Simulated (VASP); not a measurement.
Here is a VASP 6.6.1 calculation.

The input INCAR:

```
  PREC = Accurate
  ENCUT = 600
  EDIFF = 1E-7
  ISMEAR = 0
  SIGMA = 0.03
  LREAL = F
  LASPH = T
  NELM = 80
  ALGO = Normal
  ISIF = 4
  LWAVE = F
  LCHARG = F
  IBRION = 2
  NSW = 40
  EDIFFG = -0.01
  KPAR = 2
```

Contents of KPOINTS:

```
Automatic mesh
0
Gamma
  7 7 7
```

Contents of POSCAR:

```
BaTiO3                                  
1.0
    2.7419114029      1.5830432865      2.2422594095
   -2.7419114029      1.5830432865      2.2422594095
    0.0000000000     -3.1660865731      2.2422594095
  Ba              Ti              O             
     1     1     3
Direct
     0.9996531987002086    0.9996531987002086    0.9996531987002086
     0.4905882828576651    0.4905882828576651    0.4905882828576651
     0.5080924305203212    0.5080924305203212    0.0127736574014818
     0.0127736574014818    0.5080924305203212    0.5080924305203212
     0.5080924305203212    0.0127736574014818    0.5080924305203212
```

Potentials or basis: VASP PAW LDA potentials, release 64 (Ba_sv, Ti_sv, O).

Launch:

```sh
$ cat potpaw_LDA.64/Ba_sv/POTCAR potpaw_LDA.64/Ti_sv/POTCAR potpaw_LDA.64/O/POTCAR > POTCAR
$ mpirun -np 2 vasp_std > vasp.out
```

(1) Estimate the energy gained by relaxing.

(2) What does it give for the band gap on the k mesh?

Results:

(1) 5.4 meV/atom.

(2) 1.86 eV, direct.

Caveat: spin-orbit coupling is left out, which moves the levels of the heavy elements; an odd mesh through Γ misses points on the zone boundary, where band edges often lie.
